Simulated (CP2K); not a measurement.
TePb in CP2K: convergence with rel cutoff ry

The system is TePb.

```
Pb Te
1.0
     4.56932    0.00000    0.00000
     2.28466    3.95715    0.00000
     2.28466    1.31905    3.73084
Pb Te
1 1
Direct
  0.98065 0.02076 0.99997
  0.49760 0.50522 0.50375
```

The cell isn't the ideal one: atoms moved at random, drawn with an rms of 0.05 Å.

```yaml
Program: CP2K 2026.2
Task: single point
Functional: r2SCAN
Potentials_or_basis: POTENTIAL_UZH Pb GTH-SCAN-q4, Te GTH-SCAN-q6; DZVP-MOLOPT-SCAN-GTH basis
Density_cutoff: 9184 eV
k_mesh: 6 × 6 × 6
Occupations: fermi-dirac, width 0.05 eV
Spin: no spin polarisation
```

These are the settings of the first run; the series varies rel cutoff ry, with any setting tied to it.

Hardware: 1 thread of Arm Neoverse N1, on a shared host.

```csv
rel cutoff ry,"energy less the tightest run, at zero smearing (meV/atom)",pressure (GPa),SCF cycles,CPU time (s),peak memory (GiB)
20,-1.17,0.36,14,35,0.4
30,-0.02,0.32,14,35,0.4
40,-0.02,0.32,14,35,0.4
50,0.00,0.32,14,38,0.4
60,0.00,0.32,14,40,0.4
80,0.00,0.32,14,46,0.4
100,0.00,0.32,14,49,0.4
```

Against the tightest run, the energy stays within 1 meV/atom from 30 on; the pressure stays within 0.1 GPa from 20 on. The tightest run that finished is the yardstick and may itself not be fully converged.

Caveat, for the tightest run too: the basis of atomic orbitals isn't converged, which shifts pressures, moduli and gaps.
